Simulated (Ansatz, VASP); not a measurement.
One calculation of AlN, two programs

File INCAR:

```
PREC = Accurate
ENCUT = 520
EDIFF = 1E-6
ISMEAR = 0
SIGMA = 0.05
LREAL = F
LASPH = T
NELM = 60
ALGO = Normal
ISIF = 2
LWAVE = F
LCHARG = T
GGA = PE
LELF = T
LVHAR = T
NBANDS = 11
```

KPOINTS

```
regular mesh
0
Gamma
  10 10 10
```

Contents of POSCAR:

```
AlN
1.0
    0.0000000000      2.1184737528      2.1839935596
    2.1184737528      0.0000000000      2.1839935596
    2.1184737528      2.1184737528      0.0000000000
Al N
1 1
Direct
    0.0000000000      0.0000000000      0.0000000000
    0.7500000000      0.7500000000      0.7500000000
```

Input for Ansatz:

```yaml
crystal:
  lattice:
    - [0.0, 2.1184737528, 2.1839935596]
    - [2.1184737528, 0.0, 2.1839935596]
    - [2.1184737528, 2.1184737528, 0.0]
  atoms:
    - { symbol: Al, position: [0.0, 0.0, 0.0] }
    - { symbol: "N", position: [0.75, 0.75, 0.75] }
basis:
  ecutwfc: 420
kpoints:
  mp_grid: { grid: [10, 10, 10] }
hamiltonian:
  xc: pbe
scf:
  occupations: { method: gaussian, width: 0.05 }
output:
  forces: true
  stress: true
  eigenvalues: true
  write_density: true
  write_potential: true
  elf: true
  volumetric_format: npy
```

Change from the starting cell: strain -0.0300 x Voigt [1, 1, 0, 0, 0, 0], atoms carried along.

Alike in both runs: task single point; functional PBE; k mesh 10 × 10 × 10; occupations gaussian, width 0.05 eV; no spin polarisation.

```csv
,VASP,Ansatz
version,VASP 6.6.1,Ansatz 0.2.0
potentials or method,"VASP PAW PBE potentials, release 64 (Al, N)","scalar-relativistic, plane waves, PAW"
plane-wave cutoff (eV),520,420
valence electrons in the cell,8,8
```

```tsv
	VASP	Ansatz	Ansatz less VASP
gap on the k mesh at the Fermi level (eV)	3.25	3.26	+0.009
least direct gap on the mesh (eV)	4.70	4.68	-0.014
pressure (GPa)	19.0	19.2	+0.23
largest component of the traceless stress (GPa)	2.80	2.78	-0.019
```

The functional is the same, so the differences come from potentials, cutoffs and numerics.

Caveats: so large a pressure means that the cell lies far from this level's equilibrium, or that cutoff or potentials fall short (VASP). A k mesh can miss the band edges.
